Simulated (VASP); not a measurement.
**In8Sb3As5: relaxation of cell and atoms with PBEsol**

The system is In8Sb3As5.

```
In Sb As
1.0
    -6.25693    0.00293    6.25693
    -6.25400   -6.25400    0.00000
     0.00000   -6.25400    6.25400
In Sb As
8 3 5
Direct
  0.99021 0.50931 0.99117
  0.98588 0.00471 0.00471
  0.99021 0.50931 0.50931
  0.99021 0.99117 0.50931
  0.51366 0.49624 0.99505
  0.51366 0.99505 0.99505
  0.50116 0.49961 0.49961
  0.51366 0.99505 0.49624
  0.12638 0.12507 0.12507
  0.12638 0.62348 0.12507
  0.12638 0.12507 0.62348
  0.12599 0.62467 0.62467
  0.62314 0.12562 0.12562
  0.62436 0.62514 0.12537
  0.62436 0.12537 0.62514
  0.62436 0.62514 0.62514
```

The cell was built by a generator and needn't be a form met in nature.

| Item | Value |
| --- | --- |
| Program | VASP 6.6.1 |
| Task | relaxation of cell and atoms |
| Functional | PBEsol |
| Potentials or basis | VASP PAW PBE potentials, release 64 (In_d, Sb, As) |
| Cutoff | 600 eV |
| k mesh | 6 × 6 × 5 |
| Occupations | gaussian, width 0.03 eV |
| Spin | no spin polarisation |
| Further INCAR settings | ALGO = Normal; EDIFF = 1e-07; IBRION = 2; EDIFFG = -0.005; NSW = 90; ISIF = 3 |

* Relaxed volume: 30.61 Å³/atom
* Relaxed cell: a = 8.850 Å, b = 8.846 Å, c = 8.846 Å, α = 60.00°, β = 60.02°, γ = 60.02°
* Space group after relaxing (to 0.05 Å): R3m (No. 160)
* Energy gained by relaxing: 0.0 meV/atom
* Ionic steps: 3
* Pressure after relaxing: 0.0 GPa
* Largest force after relaxing: 0.005 eV/Å
* Band gap on the k mesh: none (metal or under the smearing width)

Forces in eV/Å, atoms in the order of the input:
```
In  -0.001  0.001  0.002
In   0.003 -0.003 -0.003
In  -0.001  0.002  0.001
In  -0.002  0.001  0.001
In   0.000 -0.003 -0.003
In   0.003  0.000 -0.003
In  -0.003  0.003  0.003
In   0.003 -0.003  0.000
Sb   0.002  0.001 -0.002
Sb  -0.001 -0.002 -0.002
Sb   0.002 -0.002  0.001
As  -0.002  0.002  0.002
As   0.001 -0.001 -0.001
As  -0.001  0.001  0.001
As  -0.001  0.001  0.001
As  -0.001  0.001  0.001
```

Final structure:
```
In Sb As
1.0
    -6.25790    0.00301    6.25790
    -6.25489   -6.25489    0.00000
     0.00000   -6.25489    6.25489
In Sb As
8 3 5
Cartesian
  -9.3822 -9.3824 12.3966
  -6.1988 -0.0561 6.1988
  -9.3822 -6.3681 9.3822
  -12.3966 -9.3824 9.3822
  -6.3183 -9.3266 9.4380
  -9.4380 -12.4463 9.4380
  -6.2615 -6.2483 6.2615
  -9.4380 -9.3266 6.3183
  -1.5730 -1.5641 1.5730
  -4.6908 -4.6819 1.5730
  -1.5730 -4.6819 4.6908
  -4.6960 -7.8138 4.6960
  -4.6853 -1.5696 4.6853
  -7.8174 -4.6924 4.6915
  -4.6915 -4.6924 7.8174
  -7.8174 -7.8183 7.8174
```

Levels at points of the mesh, in eV from the Fermi level:
```
           k point  band 69  band 70  band 71  band 72  band 73  band 74  band 75  band 76
(0.00, 0.00, 0.00)    -0.98    -0.82    -0.16     0.00     0.00     0.23     0.54     0.54
(0.50, 0.00, 0.00)    -1.03    -1.03    -0.35    -0.35     0.37     1.19     1.60     1.60
(0.00, 0.50, 0.00)    -0.78    -0.77    -0.63    -0.49     0.59     0.86     1.70     1.73
(0.50, 0.50, 0.00)    -1.19    -1.19    -1.08    -0.84     1.68     1.72     1.79     1.95
```

It took 58 min on 4 MPI ranks on Intel(R) Xeon(R) Platinum 8488C (Sapphire Rapids) (shared host), peak memory 3.3 GiB a rank.

Caveat: the PAW data sets were made with another functional, which shifts forces and pressure a little. Spin-orbit coupling is left out, which matters for the levels of Sb.
